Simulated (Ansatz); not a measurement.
**CrCuO2 (R-3m): equation of state**

One table from this session's results is given with a row withheld; the runs are named, their logs left out.

Method: DFT PBE+U (U_eff = 3.7 eV on Cr 3d, 4 eV on Cu 3d), scalar-relativistic, plane waves, PAW, in Ansatz 0.2.0.

### Starting point

The structure is trigonal, space group R-3m (No. 166). Conventional cell: a = 3.037 Å, b = 3.037 Å, c = 17.246 Å, α = 90.00°, β = 90.00°, γ = 120.00°. Cr (site symmetry -3m) has 6 O at 2.02 Å as nearest neighbours. Cu (site symmetry -3m) has 2 O at 1.88 Å as nearest neighbours. O (site symmetry 3m) is surrounded by 1 Cu at 1.88 Å and 3 Cr at 2.02 Å.

Structure file:

```xyz
8
Lattice="1.5187 -0.8768 11.4970 0.0000 1.7536 11.4970 -1.5187 -0.8768 11.4970" Properties=species:S:1:pos:R:3 pbc="T T T"
Cr    0.0000    0.0000    8.6228
Cu    0.0000    0.0000    0.0000
O     0.0000    0.0000    1.8767
O     0.0000    0.0000   15.3689
Cr    0.0000    0.0000   25.8684
Cu    0.0000    0.0000   17.2456
O     0.0000    0.0000   19.1223
O     0.0000    0.0000   32.6145
```

This cell comes from an earlier session at PBE+U (U_eff = 3.7 eV on Cr 3d, 4 eV on Cu 3d): 11.482 Å³/atom at -0.02 GPa, on a 8×8×8 mesh. The large moments point both ways and cancel.

Volume factors to run: 0.980, 1.020, 0.960, 1.040.

The first run:

input.yaml

```yaml
crystal:
  lattice:
    - [1.5084620629, -0.8709109781, 11.4198848626]
    - [0.0, 1.7418219562, 11.4198848626]
    - [-1.5084620629, -0.8709109781, 11.4198848626]
  atoms:
    - { symbol: Cr, position: [0.2499999997, 0.2499999997, 0.2499999997], spin: 2.78 }
    - { symbol: Cu, position: [-1.0e-10, -1.0e-10, -1.0e-10], spin: 0.05 }
    - { symbol: O, position: [0.0544107816, 0.0544107816, 0.0544107816] }
    - { symbol: O, position: [0.4455892187, 0.4455892187, 0.4455892187] }
    - { symbol: Cr, position: [0.7500000006, 0.7500000006, 0.7500000006], spin: -2.78 }
    - { symbol: Cu, position: [0.4999999999, 0.4999999999, 0.4999999999], spin: -0.05 }
    - { symbol: O, position: [0.5544107813, 0.5544107813, 0.5544107813] }
    - { symbol: O, position: [0.9455892183, 0.9455892183, 0.9455892183] }
basis:
  ecutwfc: 420
  ecutrho_ratio: 4
kpoints:
  mp_grid: { grid: [8, 8, 8] }
hamiltonian:
  xc: pbe
  hubbard:
    sites:
      - { species: Cr, l: d, u_eff: 3.7, starting_ns: start.occupation_matrices }
      - { species: Cu, l: d, u_eff: 4.0, starting_ns: start.occupation_matrices }
    ns_hold: { iters: 6 }
scf:
  occupations: { method: gaussian, width: 0.05 }
  lower_state_search: "off"
output:
  forces: true
  stress: true
  eigenvalues: true
  populations: true
magnetization:
  spin_polarized: true
relax:
  f_tol: 0.01
  max_steps: 40
  cell: { stress_tol: 0.1, fix: [volume] }
```

start.occupation_matrices holds the open shells' occupation matrices from the neighbouring geometry.

The run is started by

```sh
> ansatz run input.yaml --threads 4 --pin off --max-ram 10240MiB --backend cpu --events-out ev --progress --plain --runs-dir out
```

Steps of the session up to this table: At 0.980 of the relaxed volume; Volume × 1.020; Scaling the volume by 0.960; At 1.040 of the relaxed volume.

One table of the session follows, with a row left open; its other results are not shown here.

It belongs to the step «The fit». 

| volume (Å³/atom) | energy (meV/atom) | pressure (GPa) | gap (eV) | moment of atom 1 (μB) |
| --- | --- | --- | --- | --- |
| 11.022 | 8.74 | 6.32 | 2.45 | 2.49 |
| 11.252 | ? | ? | ? | ? |
| 11.482 | 0.00 | -0.02 | 2.39 | 2.53 |
| 11.711 | 2.02 | -2.74 | 2.34 | 2.55 |
| 11.941 | 7.73 | -5.21 | 2.30 | 2.56 |

Estimate the missing values for volume (Å³/atom) = 11.252.

Worked estimate for «energy (meV/atom)». A straight line through the neighbours (11.022, 8.74) and (11.482, 0.00) gives 8.74 + (0.00 − 8.74) × (11.252 − 11.022) / (11.482 − 11.022) = 4.37; a parabola fitted to 3 rows on both sides gives 2.23.

The run gave: energy (meV/atom): 2.10; pressure (GPa): 3.00; gap (eV): 2.42; moment of atom 1 (μB): 2.51. In «energy (meV/atom)» the line misses by +2.27 and the parabola by +0.13.

Limits of these values: Warnings in the runs' records: anti translation declined, stability check not made.
